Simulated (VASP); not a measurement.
Here is a VASP 6.6.1 calculation.

File INCAR:

```
SYSTEM = Hf
PREC = Accurate
ENCUT = 520
EDIFF = 1E-6
ISMEAR = 1
SIGMA = 0.1
LREAL = .FALSE.
LASPH = .TRUE.
NELM = 100
ALGO = Normal
ISIF = 2
LWAVE = .FALSE.
LCHARG = .FALSE.
GGA = PS
ICORELEVEL = 1
KPAR = 4
```

File KPOINTS:

```
Automatic mesh
0
G
  9 9 5
  0 0 0
```

Contents of POSCAR:

```
Hf
1.0
    6.3934000000      0.0000000000      0.0000000000
   -3.1967000000      5.5368468170      0.0000000000
    0.0000000000      0.0000000000     10.1156000000
Hf
16
Direct
    0.1666666666      0.3333333334      0.1250000000
    0.1666666666      0.3333333334      0.6250000000
    0.1666666666      0.8333333333      0.1250000000
    0.1666666666      0.8333333333      0.6250000000
    0.6666666666      0.3333333334      0.1250000000
    0.6666666666      0.3333333334      0.6250000000
    0.6666666666      0.8333333333      0.1250000000
    0.6666666666      0.8333333333      0.6250000000
    0.3333333334      0.1666666666      0.3750000000
    0.3333333334      0.1666666666      0.8750000000
    0.3333333334      0.6666666666      0.3750000000
    0.3333333334      0.6666666666      0.8750000000
    0.8333333334      0.1666666666      0.3750000000
    0.8333333334      0.1666666666      0.8750000000
    0.8333333333      0.6666666666      0.3750000000
    0.8333333333      0.6666666666      0.8750000000
```

Potentials or basis: VASP PAW PBE potentials, release 64 (Hf_pv).

Launch:

```bash
$ cat potpaw_PBE.64/Hf_pv/POTCAR > POTCAR
$ mpirun -np 4 vasp_std > vasp.out
```

**Question.** What does it give for the pressure?

**Answer.** -4.2 GPa.

**Question.** What does it give for the band gap on the k mesh?

**Answer.** None (metal or under the smearing width).

Stress tensor (GPa, compression positive):
```
-4.07  0.00  0.00
 0.00 -4.07  0.00
 0.00  0.00 -4.36
```

Caveat: the PAW data sets were made with another functional, which shifts forces and pressure a little. Spin-orbit coupling is left out, which matters for the levels of Hf.
